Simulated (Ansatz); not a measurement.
Zone-centre phonons of Al at 8 GPa: input and output

Theory: DFT PBE+D3(BJ), scalar-relativistic, plane waves, PAW in Ansatz.

Launched with:
```bash
ansatz run input.yaml --threads 1 --pin off --max-ram 3072MiB --backend cpu --events-out ev --progress --plain --runs-dir out
```

Input (bare energies are in eV):
```yaml
crystal:
  lattice:
    - [2.7442442432, 0.0, 0.0]
    - [-1.3721221216, 2.3765852288, 0.0]
    - [0.0, 0.0, 4.5046893187]
  atoms:
    - { symbol: Al, position: [0.6666666667, 0.3333333333, 0.75] }
    - { symbol: Al, position: [0.3333333333, 0.6666666667, 0.25] }
basis:
  ecutwfc: 420
kpoints:
  mp_grid: { grid: [18, 18, 10] }
hamiltonian:
  xc: pbe
  dispersion: d3bj
scf:
  occupations: { method: fermi_dirac, width: 0.15 }
output:
  eigenvalues: true
phonons:
  method: dfpt
  eigenvectors: true
```

The end of the output:
```
--- Phonons (Γ-DFPT): 2 representative perturbations + reference, on 546 of 3240 k-points (Σ response iterations 6) ---
  k mesh reduced under 4 symmetry operations, with k and −k counted as one. Each operation leaves every solved displacement unchanged or reverses it
  ASR residual: 1.113e-5 → 0.000e0 eV/Å²; symmetrization residual: 7.994e-15 eV/Å²
  pairwise dispersion correction: d3bj (s6 = 1.0, s8 = 0.7875, a1 = 0.4289, a2_bohr = 4.4407), with the weights of each atom's references fixed at the reference crystal's, and the forces and stress that the weights' published response gives ...
  ASR residual per site (eV/Å²): 1.11e-5 1.11e-5
  Γ frequencies (cm⁻¹): 0.00 0.00 0.00 178.45 178.45 385.69
  non-analytic LO–TO correction: not included (Born effective charges unavailable; polar crystals: no LO–TO splitting at Γ)
```

The run took 18 s on 1 thread of Intel(R) Xeon(R) Platinum 8488C (Sapphire Rapids), on a shared host, peak memory 0.67 GiB.

In a metal, frequencies and elastic constants depend on the k mesh and the smearing, soft modes and shear constants most. Other phases may be more stable at this pressure.

This form isn't the element's structure at ambient conditions.